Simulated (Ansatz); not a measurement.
AlAs: a run of Ansatz with trial settings.

```yaml
crystal:
  lattice:
    - [0.0, 2.8379008005, 2.8379008005]
    - [2.8379008005, 0.0, 2.8379008005]
    - [2.8379008005, 2.8379008005, 0.0]
  atoms:
    - { symbol: Al, position: [0.0, 0.0, 0.0], spin: -4.0 }
    - { symbol: As, position: [0.75, 0.75, 0.75] }
basis:
  ecutwfc: "28 Ry"
  ecutrho_ratio: 2
kpoints:
  mp_grid: { grid: [4, 4, 4] }
hamiltonian:
  xc: pbe
scf:
  occupations: { method: gaussian, width: 0.1 }
  lower_state_search: "off"
  max_iter: 300
output:
  forces: true
  stress: true
  eigenvalues: true
  populations: true
magnetization:
  spin_polarized: true
```

Command:

```bash
ansatz run input.yaml --threads 1 --pin off --max-ram 1331MiB --backend cpu --events-out ev --progress --plain --runs-dir out
```

Output, shortened (HF is the Harris–Foulkes energy, dr2 the density residual in eV):

```text
Warning: basis.ecutwfc = 380.9594 eV is below the records' recommended 420 eV, and the density's cutoff is lower with it unless basis.ecutrho_ratio is high enough to keep the records' density cutoff: compare with a run at a higher cutoff
Warning: basis.ecutrho_ratio = 2 (ecutrho = 761.9188 eV) is below the records' recommended 1680 eV
Pseudopotential: Al, paw, valence charge 3, recommended cutoff 420 eV (normal)
Pseudopotential: As, paw, valence charge 15, recommended cutoff 420 eV (normal)
Crystal: 2 atoms, lattice volume = 45.711 Å³
Basis set: ecut = 380.9594 eV, 749 PW (Γ), exchange–correlation on 48×48×48 points (8 copies of the dense FFT grid, shifted against one another)
Bands: 15, of which v1, the nominal top of the filled ones, is band 9 counted from 1 (8 counted from 0)
Symmetry: 24 space group operations
Space group: F-43m (ITA 216), of the structure as read, at distance tolerance 3.6e-5 Å
k-points: 8 of 64 (time reversal used)
Initial density: superposition of atomic densities
Starting moments: Σ|m| = 4 μB on 1 of 2 sites
SCF iter   1: HF=-5393.453542 eV  Δρ=4.16e-2 (↑4.16e-2 ↓4.14e-2) dr2=1.11e0  dr2_m=5.43e-1  M=-0.000 μB ∫|m|=0.480 μB
SCF iter   2: HF=-5393.833936 eV  Δρ=2.91e-2 (↑2.91e-2 ↓2.78e-2) dr2=2.97e-1  dr2_m=2.74e-1  M=-0.000 μB ∫|m|=0.394 μB
SCF iter   3: HF=-5394.110417 eV  Δρ=1.94e-2 (↑1.94e-2 ↓1.76e-2) dr2=3.60e-2  dr2_m=1.32e-1  M=-0.000 μB ∫|m|=0.315 μB
SCF iter   4: HF=-5394.284941 eV  Δρ=1.27e-2 (↑1.27e-2 ↓1.24e-2) dr2=1.37e-3  dr2_m=6.60e-2  M=-0.000 μB ∫|m|=0.248 μB
   ...
SCF iter  13: F=-5394.490657 eV  HF=-5394.490657 eV  Δρ=2.06e-6 (↑2.06e-6 ↓1.61e-6) dr2=7.92e-9  dr2_m=4.93e-10  M=0.000 μB ∫|m|=0.000 μB
SCF iter  14: F=-5394.490657 eV  HF=-5394.490657 eV  Δρ=5.63e-7 (↑5.63e-7 ↓4.05e-7) dr2=9.99e-11  dr2_m=8.81e-11  M=0.000 μB ∫|m|=0.000 μB
SCF iter  15: F=-5394.490657 eV  HF=-5394.490657 eV  Δρ=8.70e-8 (↑8.52e-8 ↓8.70e-8) dr2=8.30e-12  dr2_m=1.84e-12  M=0.000 μB ∫|m|=0.000 μB
WARN: the starting moments were not kept: the SCF closed with an absolute magnetisation of 1.2e-6 μB, where they sum to 4 μB in size (1 site). That is at most 0.1 of that sum. Measured as dr2_m measures the in/out step, that magnetisation stands 1.7e-13 eV from none, at or under the dr2_threshold of 1.0e-7 eV: it is no larger than a step whose dr2_m would equal this threshold. The system may hold no moment …
SCF 1 converged in 15 iterations: F = -5394.490657 eV  dr2 = 8.30e-12
SCF converged after 15 iterations
Magnetization: 0.0000 μB (9.0000 up, 9.0000 down)
Absolute magnetization: 0.0000 μB (∫|ρ↑−ρ↓|, with the PAW one-centre terms)
Per-site moments (μB) at R_I (Å): [(3.9747e-8, 1.0137), (-3.2146e-7, 1.0137)]
Free energy (F): -5394.490657 eV
E sigma→0 (E₀):  -5394.490657 eV
Fermi energy:    7.037625 eV
--- Forces (eV/Å), atoms counted from 1 ---
  atom   1  Al    -0.00000000    -0.00000000     0.00000000
  atom   2  As     0.00000000    -0.00000000    -0.00000000
--- Stress (GPa, compression-positive) ---
        2.313530       0.000000      -0.000000
        0.000000       2.313530       0.000000
       -0.000000       0.000000       2.313530
  P = ⅓ Tr σ = 2.3135 GPa (23.135 kbar)
```

The inputs are trials, many of them unsound on purpose. Their numbers show the effect of the settings and aren't properties of the material. The starting moments weren't kept.